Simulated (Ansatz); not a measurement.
# SiC (Moissanite 3C) (F-43m) in Ansatz: notebook

One crystal, SiC (Moissanite 3C), is run at these levels: PBEsol0; tasks: band structure, single point, equation of state.

All numbers are computed with Ansatz 0.2.0; they aren't measurements. Logs are shortened: lines on timing, memory, paths and dates and some standing lists are left out, and cuts for length are marked.

**The experiment to reproduce.**

“Insight into the structural, elastic and electronic properties of a new orthorhombic 6O-SiC polytype”, 2020, pmc:7200658 quotes, for a bulk crystal of SiC: band gap 2.4 eV (indirect).

How close the calculation comes is told below.

## Step 1: The structure

It takes space group F-43m (No. 216, cubic). The conventional cell has a = 4.358 Å, b = 4.358 Å, c = 4.358 Å, α = 90.00°, β = 90.00°, γ = 90.00°. Around Si (site symmetry -43m) lie 4 C at 1.89 Å. Around C (site symmetry -43m) lie 4 Si at 1.89 Å.

## Step 2: Band structure, PBEsol0

input.yaml reads:

```yaml
crystal:
  lattice:
    - [0.0, 2.179, 2.179]
    - [2.179, 0.0, 2.179]
    - [2.179, 2.179, 0.0]
  atoms:
    - { symbol: Si, position: [0.0, 0.0, 0.0] }
    - { symbol: C, position: [0.75, 0.75, 0.75] }
hamiltonian:
  xc: { exchange: pbesol, correlation: pbesol, exx: { coeff: 0.25 } }
  pseudopotentials: { kind: paw }
kpoints:
  mp_grid: { grid: [6, 6, 6] }
  band_path:
    path:
      - [[0.0, 0.0, 0.0], [0.5, 0.0, 0.5], [0.5, 0.25, 0.75], [0.375, 0.375, 0.75], [0.0, 0.0, 0.0], [0.5, 0.5, 0.5], [0.625, 0.25, 0.625], [0.5, 0.25, 0.75], [0.5, 0.5, 0.5], [0.375, 0.375, 0.75]]
      - [[0.625, 0.25, 0.625], [0.5, 0.0, 0.5]]
    npoints: 4
scf:
  occupations: { method: fermi_dirac, width: 0.05 }
  n_extra_bands: 6
output:
  forces: true
  stress: true
  eigenvalues: true
  fatbands: false
```

Potentials or basis: Ansatz PAW.

Command:

```console
$ ansatz run input.yaml --threads 2 --pin off --max-ram 5632MiB --backend cpu --events-out ev --progress --plain --runs-dir out
```

The program printed:

```text
Warning: output.stress: scf.convergence.dr2_threshold = 1e-7 eV (the SCF's general default) is looser than the 2e-10 eV advised for a printed stress (1e-10 eV for each atom of the cell: 2). What an SCF threshold leaves in a stress goes as its square root, and in the free energy as the threshold itself, and one threshold admits the most on a small cell: of the crystals measured, under no hybrid functional and no lock of the moments, on runs that ended without the residual-converged pass, on stresses that held no estimate of that error, the worst erred by over 100 MPa in a component at 1e-7 eV an atom and by under 5 at 1e-10. Set scf.convergence.dr2_threshold to 2e-10 eV or tighter. The threshold is an SCF's pass mark: one that does not reach it within its budget of iterations ends unconverged, or closes short of it on a stop that the run arms, and scf.convergence.dr2_threshold's page says what that costs each kind of run
Warning: output.stress: scf.exx.energy_threshold = 1e-6 eV is looser than the 2e-8 eV advised for a stress under a hybrid functional (1e-8 eV for each atom of the cell: 2). Every SCF of the exchange loop can meet its threshold on dr2 while the loop round them stops early: no threshold on dr2 bounds what that leaves in the stress. Set scf.exx.energy_threshold to 2e-8 eV or tighter. The threshold is the loop's pass mark: a loop that does not reach it within its budget of cycles ends unconverged, and scf.exx.energy_threshold's page has the law
Warning: RAYON_NUM_THREADS=2 ignored (pool sized by the plan → 2); use --threads N
scf.n_extra_bands = 6 over 4 filled bands (N_el = 8.0): the run solves 10 bands
Engine: ansatz 0.2.0, aarch64-unknown-linux-gnu
Pseudopotentials: kind: paw
Pseudopotential: Si, paw, valence charge 4, recommended cutoff 420 eV (normal), Si.paw.azcp
Pseudopotential: C, paw, valence charge 4, recommended cutoff 420 eV (normal), C.paw.azcp
Functional definition: unnamed
  parameter a_1 = 0.25
  exchange = (1 - a_1)*pbe_x(mu = 0.12345679012345678) + a_1*exact_x
  correlation = pbe_c(beta = 0.046)
Crystal: 2 atoms, lattice volume = 20.692 Å³
Basis set: ecut = 420 eV, 411 PW (Γ), exchange–correlation on 48×48×48 points (8 copies of the dense FFT grid, shifted against one another)
Bands: 10, of which v1, the nominal top of the filled ones, is band 4 counted from 1 (3 counted from 0)
Symmetry: 24 space group operations
Space group: F-43m (ITA 216), of the structure as read, at distance tolerance 2.7e-5 Å
k-points: 16 of 216 (time reversal used)
Non-local potential: Si, projectors of the file, l = 0: 2, l = 1: 2, l = 2: 2
Non-local potential: C, projectors of the file, l = 0: 2, l = 1: 2, l = 2: 1
PAW form: soft (Blöchl's): semilocal exchange-correlation on the pseudo side does not see the compensation charge
PAW frozen core: Si, regenerated for the run's functional, and the local potential with it (the file was generated under x = pbe(κ = 0.804, μ = 0.2195149727645171), c = pbe(β = 0.06672455060314922))
PAW frozen core: C, regenerated for the run's functional, and the local potential with it (the file was generated under x = pbe(κ = 0.804, μ = 0.2195149727645171), c = pbe(β = 0.06672455060314922))
PAW one-centre angular grid: Si, 110 points (default); XC on 64 Gauss nodes
PAW one-centre angular grid: C, 110 points (default); XC on 64 Gauss nodes
Initial density: superposition of atomic densities (neutral atoms: chi_scale 0, normalization atom), corrected by the library's trained network
Initial wavefunctions: pseudopotential atomic-orbital guess
Functional: x = pbesol(κ = 0.804, μ = 0.12345679012345678), c = pbesol(β = 0.046), warm-up for x = 0.75 pbesol(κ = 0.804, μ = 0.12345679012345678) + 0.25 exact, c = pbesol(β = 0.046)
SCF iter   1: F=—  HF=-868.692950 eV  |F-HF|=—  |Δ(HF+E_count)|=         —  Δρ=7.31e-3  dr2=1.32e-2  ethr=1.77e-3  ⟨swp⟩=6.9  Hψ=777  notcnv=0
preconditioner: auto → none  [insulator: Δε(μ)=1.136 eV  Ē_g=16.162 eV  σ=0.050 eV  W_gap=1.00  n_scr=0 (ndim 8)  ℏωp=23.1 eV  f_vac=0.000  D(μ)=0.00/eV (n_scr^D=0)]
iter 2 solved again at ethr=7.48e-6 eV; its pass at ethr=1.65e-4 eV (dr2=5.98e-4 eV) is discarded
SCF iter   2: F=—  HF=-868.689058 eV  |F-HF|=—  |Δ(HF+E_count)|=   3.89e-3  Δρ=1.92e-3  dr2=6.22e-4  ethr=7.48e-6  ⟨swp⟩=2.2  Hψ=606  notcnv=0  defer=1
SCF iter   3: F=-868.688873 eV  HF=-868.688881 eV  |F-HF|=7.75e-6  |Δ(HF+E_count)|=   1.78e-4  Δρ=6.84e-4  dr2=6.58e-5  ethr=7.48e-6  ⟨swp⟩=2.3  Hψ=235  notcnv=0  defer=1
SCF 1 stopped early in 3 iterations: F = -868.688873 eV  dr2 = 6.58e-5
Initial density: handed on by an earlier stage of this run
Initial wavefunctions: those handed on with the density
Functional: x = 0.75 pbesol(κ = 0.804, μ = 0.12345679012345678) + 0.25 exact, c = pbesol(β = 0.046)
Frozen-core exchange: fock
SCF iter   1: F=—  HF=-874.932764 eV  |F-HF|=—  |Δ(HF+E_count)|=         —  Δρ=5.23e-3  dr2=4.73e-3  ethr=8.22e-6  ⟨swp⟩=5.3  Hψ=706  notcnv=0
preconditioner: auto → none  [insulator: Δε(μ)=2.864 eV  Ē_g=19.074 eV  σ=0.050 eV  W_gap=1.00  n_scr=0 (ndim 8)  ℏωp=23.1 eV  f_vac=0.000  D(μ)=0.00/eV (n_scr^D=0)]
SCF iter   2: F=—  HF=-874.931002 eV  |F-HF|=—  |Δ(HF+E_count)|=   1.76e-3  Δρ=2.32e-3  dr2=1.11e-3  ethr=8.22e-6  ⟨swp⟩=3.0  Hψ=269  notcnv=0
SCF iter   3: F=—  HF=-874.934293 eV  |F-HF|=—  |Δ(HF+E_count)|=   3.29e-3  Δρ=7.70e-4  dr2=1.49e-4  ethr=7.01e-6  ⟨swp⟩=3.0  Hψ=269  notcnv=0
SCF iter   4: F=—  HF=-874.934249 eV  |F-HF|=—  |Δ(HF+E_count)|=   4.38e-5  Δρ=8.38e-5  dr2=1.17e-5  ethr=1.46e-6  ⟨swp⟩=2.0  Hψ=227  notcnv=0
SCF iter   5: F=-874.934303 eV  HF=-874.934305 eV  |F-HF|=1.72e-6  |Δ(HF+E_count)|=   5.59e-5  Δρ=1.15e-4  dr2=3.18e-6  ethr=1.63e-8  ⟨swp⟩=3.7  Hψ=430  notcnv=0
SCF 2 stopped early in 5 iterations: F = -874.934303 eV  dr2 = 3.18e-6
hybrid outer 1: dexx = +4.006e-3 eV, tail = 8.48e-6 eV
Frozen-core exchange: fock
SCF iter   1: F=—  HF=-874.934284 eV  |F-HF|=—  |Δ(HF+E_count)|=         —  Δρ=2.26e-5  dr2=5.97e-8  ethr=5.30e-7  ⟨swp⟩=3.2  Hψ=387  notcnv=0
preconditioner: auto → none  [insulator: Δε(μ)=2.876 eV  Ē_g=19.068 eV  σ=0.050 eV  W_gap=1.00  n_scr=0 (ndim 8)  ℏωp=23.1 eV  f_vac=0.000  D(μ)=0.00/eV (n_scr^D=0)]
SCF iter   2: F=—  HF=-874.934284 eV  |F-HF|=—  |Δ(HF+E_count)|=   1.04e-7  Δρ=1.46e-5  dr2=4.09e-8  ethr=5.10e-10  ⟨swp⟩=3.2  Hψ=309  notcnv=0
SCF iter   3: F=-874.934284 eV  HF=-874.934284 eV  |F-HF|=1.82e-10  |Δ(HF+E_count)|=   1.28e-8  Δρ=4.00e-6  dr2=9.13e-10  ethr=4.74e-10  ⟨swp⟩=2.4  Hψ=237  notcnv=0
SCF 3 converged in 3 iterations: F = -874.934284 eV  dr2 = 9.13e-10
  Residual-converged pass: ⟨swp⟩=3.0  Hψ=276  notcnv=0  max |occ|·‖R‖ = 1.7e-6 eV (tolerance 2.4e-6 eV)  dr2=8.88e-10  dr2_onsite=1.43e-10  max |Δocc| = 3.8e-21
hybrid outer 2: dexx = +1.150e-7 eV, tail = 3.18e-9 eV, Δε = 2.28e-3 eV (about 6.91e-5 eV left of the loop's levels)
NSCF: frozen V_eff on 42 k-points
hybrid SCF converged: 2 outer / 8 inner (+3 warm-up), last move |dexx| = 1.15e-7 eV, tail = 3.18e-9 eV
Stability not checked: this state was not tested for a lower state beside it, because the functional holds exact exchange (a hybrid, or Hartree-Fock), whose exchange loop this test does not read (fock_operator; see scf.lower_state_search)
Free energy (F): -874.934284 eV
Frozen-core exchange: fock
Harris-Foulkes:  -874.934284 eV  (|F-HF|=1.82e-10)
Internal energy: -874.934284 eV  (E = F + TS)
E sigma→0 (E₀):  -874.934284 eV
Fermi energy:    9.887126 eV
--- Per-component energies (eV) ---
  E_band       = 15.395387
  E_kinetic    = 135.528152
  E_local      = -103.261420  (includes V_loc(G=0)·N_el)
  E_nonlocal   = 50.838955
  E_hartree    = 31.886456
  E_xc         = -81.411206
  E_vxc        = -85.013172  (∫ρ·V_xc dr)
  E_exx        = -18.464643  (= α·E_x^exact, valence–valence)
  E_paw        = -605.229283  (= ΣΔE_a)
  E_vpaw       = -9.540806  (= ΣTr[D̂ρ^β])
  E_aug_tail   = 0.000011  (compensation charges beyond the density's cutoff)
  E_ewald      = -284.783780
  E_core_change = -0.037525  (= ΣΔE_core)
  E_smearing   = -0.000000  (= −TS)
  E_closure    = 0.000001  (closes the sum)
  Σ components = -874.934284   (vs F -874.934284, Δ=0.00e0)
--- Forces (eV/Å), atoms counted from 1 ---
  atom   1  Si    -0.00000000     0.00000000     0.00000000
  atom   2  C      0.00000000    -0.00000000    -0.00000000
  max |Σ_I F_I| component: 1.48e-16 eV/Å
--- Stress (GPa, compression-positive) ---
       -3.877415      -0.000000      -0.000000
       -0.000000      -3.877415       0.000000
       -0.000000       0.000000      -3.877415
  P = ⅓ Tr σ = -3.8774 GPa (-38.774 kbar)
--- Band table (eV; the first three rows and the last of 16) ---
  k-point 0: bands = ["-8.5905", "8.4488", "8.4488", "8.4488", "16.6809", "17.7400", "17.7400", "17.7400", "25.2132", "25.2132"]
  k-point 1: bands = ["-8.0027", "5.8378", "8.0875", "8.0875", "16.7367", "18.3119", "18.3119", "18.9406", "23.5577", "23.5577"]
  k-point 2: bands = ["-6.3389", "1.6059", "7.5170", "7.5170", "16.0348", "18.0805", "18.0805", "20.5940", "25.0039", "25.0039"]
  k-point 15: bands = ["-2.9557", "0.4089", "3.4705", "3.6585", "14.1543", "17.4525", "21.5724", "23.0038", "25.2447", "28.6526"]
```

Run time: 50 s. Hardware: 2 threads of Arm Neoverse V1, shared host; peak memory 0.58 GiB.

Results:

```
Free energy             : -874.9343 eV
Pressure                : -3.9 GPa
Band gap on the k mesh  : 2.88 eV, indirect (least direct gap 6.40 eV)
Band gap along the path : 2.88 eV, indirect (least direct gap 6.40 eV)
```

Levels at the corners of the path, in eV from the valence-band top:
| point | band 1 | band 2 | band 3 | band 4 | band 5 | band 6 | band 7 | band 8 | band 9 |
| --- | --- | --- | --- | --- | --- | --- | --- | --- | --- |
| Γ | -17.04 | 0.00 | 0.00 | 0.00 | 8.23 | 9.29 | 9.29 | 9.29 | 16.76 |
| X | -11.59 | -8.61 | -3.52 | -3.52 | 2.88 | 6.02 | 16.63 | 16.63 | 17.43 |
| W | -11.34 | -7.74 | -5.53 | -5.13 | 7.03 | 11.62 | 11.71 | 11.76 | 16.86 |
| K | -11.59 | -8.02 | -6.11 | -2.87 | 4.75 | 9.76 | 14.23 | 14.90 | 15.48 |
| Γ | -17.04 | 0.00 | 0.00 | 0.00 | 8.23 | 9.29 | 9.29 | 9.29 | 16.76 |
| L | -13.16 | -9.44 | -1.16 | -1.16 | 7.32 | 9.17 | 9.17 | 12.21 | 18.52 |
| U | -11.59 | -8.02 | -6.11 | -2.87 | 4.75 | 9.76 | 14.23 | 14.90 | 15.48 |
| W | -11.34 | -7.74 | -5.53 | -5.13 | 7.03 | 11.62 | 11.71 | 11.76 | 16.86 |
| L | -13.16 | -9.44 | -1.16 | -1.16 | 7.32 | 9.17 | 9.17 | 12.21 | 18.52 |
| K | -11.59 | -8.02 | -6.11 | -2.87 | 4.75 | 9.76 | 14.23 | 14.90 | 15.48 |
| U | -11.59 | -8.02 | -6.11 | -2.87 | 4.75 | 9.76 | 14.23 | 14.90 | 15.48 |
| X | -11.59 | -8.61 | -3.52 | -3.52 | 2.88 | 6.02 | 16.63 | 16.63 | 17.43 |

Caveat: the PAW data sets come from PBE, with cores solved anew for the run's functional, which leaves a small shift of forces and pressure; the thresholds are loose for stress.

(Continued in part 2 of 2.)
